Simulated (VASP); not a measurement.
# Al in VASP: notebook

One slab, Al, is run at these levels: PBE; tasks: single point, relaxation of the atoms.

Everything below comes from runs of VASP 6.6.1. Logs are shortened: lines on timing, memory, paths and dates and some standing lists are left out, and cuts for length are marked.

### 1 Starting point

The cell holds a slab with vacuum, 3 atoms: a = 2.856 Å, b = 2.856 Å, c = 19.039 Å, α = 90.00°, β = 90.00°, γ = 90.00°.

The slab is cut from a database's or a generator's crystal, which needn't be the stable form of the element.

### 2 Single point, PBE

File INCAR:

```
SYSTEM = Al
PREC = Accurate
ENCUT = 520
EDIFF = 1E-6
ISMEAR = 1
SIGMA = 0.1
LREAL = .FALSE.
LASPH = .TRUE.
NELM = 80
ALGO = Normal
ISIF = 2
LWAVE = .FALSE.
LCHARG = .FALSE.
LDIPOL = .TRUE.
IDIPOL = 3
DIPOL = 0.5 0.5 0.500
GGA = PE
LVHAR = .TRUE.
LVACPOTAV = .TRUE.
ICORELEVEL = 1
```

File KPOINTS:

```
Automatic mesh
0
G
  13 13 1
  0 0 0
```

File POSCAR:

```
Al
1.0
    2.8562036900      0.0000000000      0.0000000000
    0.0000000000      2.8562036900      0.0000000000
    0.0000000000      0.0000000000     19.0392820000
Al
3
Direct
    0.5000000000      0.5000000000      0.3939224200
    0.0000000000      0.0000000000      0.5000000000
    0.5000000000      0.5000000000      0.6060775800
```

Potentials or basis: VASP PAW PBE potentials, release 64 (Al).

Launch:

```sh
$ cat potpaw_PBE.64/Al/POTCAR > POTCAR
$ mpirun -np 1 vasp_std > vasp.out
```

OUTCAR:

```text
SYSTEM = Al
   PREC = Accurate
   ENCUT = 520
   EDIFF = 1E-6
   ISMEAR = 1
   LREAL = .FALSE.
   LASPH = .TRUE.
   NELM = 80
   ISIF = 2
   GGA = PE

 ion  position               nearest neighbor table
   1  0.500  0.500  0.394-   2 2.86   2 2.86   2 2.86   2 2.86
   2  0.000  0.000  0.500-   1 2.86   3 2.86   1 2.86   3 2.86   1 2.86   3 2.86   1 2.86   3 2.86

   3  0.500  0.500  0.606-   2 2.86   2 2.86   2 2.86   2 2.86

  LATTYP: Found a simple tetragonal cell.
 ALAT       =     2.8562036900
 C/A-ratio  =     6.6659398511

  Lattice vectors:

 A1 = (   2.8562036900,   0.0000000000,   0.0000000000)
 A2 = (   0.0000000000,   2.8562036900,   0.0000000000)
 A3 = (   0.0000000000,   0.0000000000,  19.0392820000)

Analysis of symmetry for initial positions (statically):
=====================================================================
 Subroutine PRICEL returns:
 Original cell was already a primitive cell.

 Routine SETGRP: Setting up the symmetry group for a
 simple tetragonal supercell.

 Subroutine GETGRP returns: Found 16 space group operations
 (whereof 16 operations were pure point group operations)
 out of a pool of 16 trial point group operations.

The static configuration has the point symmetry D_4h.

Analysis of symmetry for dynamics (positions and initial velocities):
=====================================================================
 Subroutine PRICEL returns:
 Original cell was already a primitive cell.

 Routine SETGRP: Setting up the symmetry group for a
 simple tetragonal supercell.

 Subroutine GETGRP returns: Found 16 space group operations
 (whereof 16 operations were pure point group operations)
 out of a pool of 16 trial point group operations.

The dynamic configuration has the point symmetry D_4h.

 Subroutine INISYM returns: Found 16 space group operations
 (whereof 16 operations are pure point group operations),
 and found     1 'primitive' translations

----------------------------------------------------------------------------------------

                                     Primitive cell

  volume of cell :     155.3205

  direct lattice vectors                    reciprocal lattice vectors
     2.856203690  0.000000000  0.000000000     0.350115086  0.000000000  0.000000000
     0.000000000  2.856203690  0.000000000     0.000000000  0.350115086  0.000000000
     0.000000000  0.000000000 19.039282000     0.000000000  0.000000000  0.052522989

  length of vectors
     2.856203690  2.856203690 19.039282000     0.350115086  0.350115086  0.052522989

  position of ions in fractional coordinates (direct lattice)
     0.500000000  0.500000000  0.393922420
     0.000000000  0.000000000  0.500000000
     0.500000000  0.500000000  0.606077580

  ion indices of the primitive-cell ions
   primitive index   ion index
                 1           1
                 2           2
                 3           3

----------------------------------------------------------------------------------------

 KPOINTS: Automatic mesh

Automatic generation of k-mesh.
 Grid dimensions read from file:
 generate k-points for:   13   13    1

 Generating k-lattice:

  Cartesian coordinates                     Fractional coordinates (reciprocal lattice)
     0.026931930  0.000000000  0.000000000     0.076923077  0.000000000  0.000000000
     0.000000000  0.026931930  0.000000000     0.000000000  0.076923077  0.000000000
     0.000000000  0.000000000  0.052522989     0.000000000  0.000000000  1.000000000

  Length of vectors
     0.026931930  0.026931930  0.052522989

  Shift w.r.t. Gamma in fractional coordinates (k-lattice)
     0.000000000  0.000000000  0.000000000

 Subroutine IBZKPT returns following result:
 ===========================================

 Found     28 irreducible k-points:

 Following reciprocal coordinates:
            Coordinates               Weight
  0.000000  0.000000  0.000000      1.000000
  0.076923  0.000000  0.000000      4.000000
  0.153846  0.000000  0.000000      4.000000
  0.230769  0.000000  0.000000      4.000000
  0.307692  0.000000  0.000000      4.000000
  0.384615  0.000000  0.000000      4.000000
[... 16 lines left out ...]
  0.307692  0.307692  0.000000      4.000000
  0.384615  0.307692  0.000000      8.000000
 [... further k-points ...]
   k-points           NKPTS =     28   k-points in BZ     NKDIM =     28   number of bands    NBANDS=      8
   number of dos      NEDOS =    301   number of ions     NIONS =      3
   total plane-waves  NPLWV =  82944
   dimension x,y,z NGX =    24 NGY =   24 NGZ =  144
   dimension x,y,z NGXF=    48 NGYF=   48 NGZF=  288
   ions per type =               3
   NGX,Y,Z   is equivalent  to a cutoff of  13.97, 13.97, 12.57 a.u.
   NGXF,Y,Z  is equivalent  to a cutoff of  27.94, 27.94, 25.15 a.u.
 SYSTEM =  Al
   PREC   = accura    normal or accurate (medium, high low for compatibility)
   ISTART =      0    job   : 0-new  1-cont  2-samecut
   ICHARG =      2    charge: 1-file 2-atom 10-const
   ISPIN  =      1    spin polarized calculation?
   LNONCOLLINEAR =      F non collinear calculations
   LSORBIT =      F    spin-orbit coupling
   LASPH  =      T    aspherical Exc in radial PAW
   ENCUT  =  520.0 eV  38.22 Ry    6.18 a.u.   5.31  5.31 35.40*2*pi/ulx,y,z
   NELM   =     80;   NELMIN=  2; NELMDL= -5     # of ELM steps
   EDIFF  = 0.1E-05   stopping-criterion for ELM
   LREAL  =      F    real-space projection
   EDIFFG = 0.1E-04   stopping-criterion for IOM
   NSW    =      0    number of steps for IOM
   IBRION =     -1    ionic relax: 0-MD 1-quasi-New 2-CG
   NFREE  =      0    steps in history (QN), initial steepest desc. (CG)
   ISIF   =      2    stress and relaxation
   ISYM   =      2    0-nonsym 1-usesym 2-fastsym
   POTIM  = 0.5000    time-step for ionic-motion
   TEBEG  =    0.0;   TEEND  =   0.0 temperature during run
   PSTRESS=    0.0 pullay stress
   NELECT =       9.0000    total number of electrons
   NUPDOWN=      -1.0000    fix difference up-down
   EMIN   =  10.00;   EMAX   =-10.00  energy-range for DOS
   EFERMI =   0.00;   METHOD = LEGACY
   ISMEAR =     1;   SIGMA  =   0.10  broadening in eV -4-tet -1-fermi 0-gaus
   EFERMI_NEDOS =   21; number of points for ismear=-14 and -15
   IALGO  =     38    algorithm
   IMIX   =      4    mixing-type and parameters
     AMIX     =   0.40;   BMIX     =  1.00
     AMIX_MAG =   1.60;   BMIX_MAG =  1.00
  volume/ion in A,a.u.               =      51.77       349.38
  Fermi-wavevector in a.u.,A,eV,Ry     =   0.633499  1.197140  5.460306  0.401321
  Thomas-Fermi vector in A             =   1.697176
   LORBIT       =      0    0 simple, 1 ext, 2 COOP (PROOUT), +10 PAW based schemes
   GGA     = PE    functional components
   LHFCALC =     F    Hartree Fock is set to
   AEXX    =    0.0000 exact exchange contribution
   IVDW    =     0    specifies the selected vdW correction
   LEPSILON=     F    determine dielectric tensor
   LRPA    =     F    only Hartree local field effects (RPA)
 non-spin polarized calculation
 Methfessel and Paxton  Order N= 1 SIGMA  =   0.10
  energy-cutoff  :      520.00
  volume of cell :      155.32
 maximum number of plane-waves:      4216
 NGX is ok and might be reduce to    24
   NGX = 11   NGY = 11   NGZ = 71

 dipolmoment           0.000000      0.000000     -0.000000 electrons x Angstroem

 number of electron       9.0000000 magnetization

 dipolmoment           0.000000      0.000000      0.000000 electrons x Angstroem

 Free energy of the ion-electron system (eV)
  ---------------------------------------------------
  ext. energy  EPLUGINS =         0.00000000
  ---------------------------------------------------
  free energy    TOTEN  =       -10.23750033 eV

  energy without entropy =      -10.23637408  energy(sigma->0) =      -10.23712491

 the core state eigenenergies are
   1-  1s  -1506.6084  2s   -103.7945  2p    -65.2581
   2-  1s  -1506.6572  2s   -103.8855  2p    -65.3445
   3-  1s  -1506.6084  2s   -103.7945  2p    -65.2581

 E-fermi :  -0.3742     XC(G=0):  -4.2862

 val. band max:       -0.3867423033   @ k =   0.2308   0.0769   0.0000
 cond. band min:      -0.3499726086   @ k =   0.2308   0.2308   0.0000
 fundamental gap:      0.0367696946
 Fermi energy:        -0.3741795678

 k-point     1 :       0.0000    0.0000    0.0000
  band No.  band energies     occupation
      1     -10.7612      2.00000
      2      -8.4892      2.00000
      3      -5.1223      2.00000
      4      -2.1277      2.00000
      5       1.7182      0.00000
      6       3.5331      0.00000
      7       3.9756      0.00000
      8       5.6173      0.00000

 k-point     2 :       0.0769    0.0000    0.0000
  band No.  band energies     occupation
      1     -10.6543      2.00000
      2      -8.3835      2.00000
      3      -5.0174      2.00000
      4      -2.0282      2.00000
      5       1.8136      0.00000
      6       3.6401      0.00000
      7       3.7196      0.00000
      8       4.0929      0.00000

 k-point     3 :       0.1538    0.0000    0.0000
  band No.  band energies     occupation
      1     -10.3342      2.00000
      2      -8.0671      2.00000
      3      -4.7034      2.00000
      4      -1.7304      2.00000
      5       1.5149     -0.00000
      6       2.2108      0.00000
      7       3.7093      0.00000
      8       3.9716      0.00000
[... 210 lines left out ...]
 k-point    23 :       0.3077    0.3077    0.0000
  band No.  band energies     occupation
      1      -7.3820      2.00000
      2      -5.1484      2.00000
      3      -1.8265      2.00000
      4      -1.3794      2.00000
      5       0.0917     -0.00000
      6       0.7310     -0.00000
      7       0.9609     -0.00000
      8       2.4640      0.00000

 k-point    24 :       0.3846    0.3077    0.0000
  band No.  band energies     occupation
      1      -6.4483      2.00000
      2      -4.2260      2.00000
      3      -2.5571      2.00000
      4      -0.9291      2.00000
      5      -0.4125      1.59841
      6       0.4592     -0.00000
      7       1.8249      0.00000
      8       2.8086      0.00000

 [... further k-points ...]

------------------------ aborting loop because EDIFF is reached ----------------------------------------

  FORCE on cell =-STRESS in cart. coord.  units (eV):
  Direction    XX          YY          ZZ          XY          YZ          ZX
  --------------------------------------------------------------------------------------
  -------------------------------------------------------------------------------------
  Total       -1.6663570     -1.6663570      0.8964830      0.0000000      0.0000000      0.0000000
  in kB      -17.1889645    -17.1889645      9.2474866      0.0000000      0.0000000      0.0000000
  external PRESSURE =      -8.3768141 kB  Pullay stress =       0.0000000 kB

 VOLUME and BASIS-vectors are now :
 -----------------------------------------------------------------------------
  energy-cutoff  :      520.00
  volume of cell :      155.32
      direct lattice vectors                 reciprocal lattice vectors
     2.856203690  0.000000000  0.000000000     0.350115086  0.000000000  0.000000000
     0.000000000  2.856203690  0.000000000     0.000000000  0.350115086  0.000000000
     0.000000000  0.000000000 19.039282000     0.000000000  0.000000000  0.052522989

 POSITION                                       TOTAL-FORCE (eV/Angst)
 -----------------------------------------------------------------------------------
      1.42810      1.42810      7.50000         0.000000     -0.000000     -0.222326
      0.00000      0.00000      9.51964         0.000000      0.000000     -0.000000
      1.42810      1.42810     11.53928        -0.000000      0.000000      0.222326
 -----------------------------------------------------------------------------------
    total drift:                                0.000000     -0.000000      0.000000

  FREE ENERGIE OF THE ION-ELECTRON SYSTEM (eV)
  ---------------------------------------------------
  free  energy   TOTEN  =       -10.2375003293 eV

  energy  without entropy=      -10.2363740764  energy(sigma->0) =      -10.23712491

 vacuum level on the upper side and lower side of the slab         4.034         4.034
```

Run time: 45 s. Hardware: 1 thread of AMD EPYC 7R13 (Zen 3), shared host; peak memory 0.23 GiB.

What came out:

| Property | Result |
| --- | --- |
| Free energy | -10.2375 eV |
| Largest force | 0.222 eV/Å |
| Band gap on the k mesh | none (metal or under the smearing width) |
| Work function of the upper face | 4.41 eV |
| Work function of the lower face | 4.41 eV |

Forces in eV/Å, atoms in the order of the input:
```
Al   0.000  0.000 -0.222
Al   0.000  0.000  0.000
Al   0.000  0.000  0.222
```

Core levels (eV, on the scale of the bands):
```tsv
atom	levels
1 Al	1s -1506.6, 2s -103.8, 2p -65.3
2 Al	1s -1506.7, 2s -103.9, 2p -65.3
3 Al	1s -1506.6, 2s -103.8, 2p -65.3
```

### 3 Relaxation of the atoms, PBE

File INCAR:

```
ALGO = Normal ; DIPOL = 0.5 0.5 0.500
EDIFF = 1E-6 ; EDIFFG = -0.02
ENCUT = 520 ; GGA = PE
IBRION = 2 ; IDIPOL = 3
ISIF = 2 ; ISMEAR = 1
LASPH = T ; LCHARG = F
LDIPOL = T ; LREAL = F
LWAVE = F ; NELM = 80
NSW = 80 ; PREC = Accurate
SIGMA = 0.1
```

File KPOINTS:

```
k-points
0
Gamma
  13 13 1
```

POSCAR is that of step 2.

Potentials or basis: VASP PAW PBE potentials, release 64 (Al).

Launch:

```sh
$ cat potpaw_PBE.64/Al/POTCAR > POTCAR
$ mpirun -np 1 vasp_std > vasp.out
```

Run time: 2.3 min. Hardware: 1 thread of AMD EPYC 7R13 (Zen 3), shared host; peak memory 0.24 GiB.

The run converged. Its results:

```yaml
Free_energy: -10.2629 eV
Energy_gained_by_relaxing: 8.5 meV/atom
Ionic_steps: 5
Largest_force_after_relaxing: 0.015 eV/Å
Band_gap_on_the_k_mesh: none (metal or under the smearing width)
```

Forces in eV/Å, atoms in the order of the input:
```
Al   0.000  0.000 -0.015
Al   0.000  0.000  0.000
Al   0.000  0.000  0.015
```

Step by step:
| step | energy change (eV) | largest force (eV/Å) | pressure (GPa) |
| --- | --- | --- | --- |
| 1 | 0.0000 | 0.2223 | -0.84 |
| 2 | -0.0045 | 0.2009 | -0.93 |
| 3 | -0.0158 | 0.1493 | -1.20 |
| 4 | -0.0252 | 0.0346 | -1.68 |
| 5 | -0.0254 | 0.0146 | -1.60 |

Final structure:
```yaml
crystal:
  lattice:
    - [2.85620, 0.00000, 0.00000]
    - [0.00000, 2.85620, 0.00000]
    - [0.00000, 0.00000, 19.03928]
  atoms:
    - { symbol: Al, position: [0.50000, 0.50000, 0.38893] }
    - { symbol: Al, position: [0.00000, 0.00000, 0.50000] }
    - { symbol: Al, position: [0.50000, 0.50000, 0.61107] }
```

Levels at points of the mesh, in eV from the Fermi level:
| k point | band 1 | band 2 | band 3 | band 4 | band 5 | band 6 | band 7 | band 8 |
| --- | --- | --- | --- | --- | --- | --- | --- | --- |
| (0.00, 0.00, 0.00) | -10.22 | -8.12 | -4.99 | -1.99 | 1.76 | 3.78 | 4.32 | 5.93 |

(Continued in part 2 of 2.)
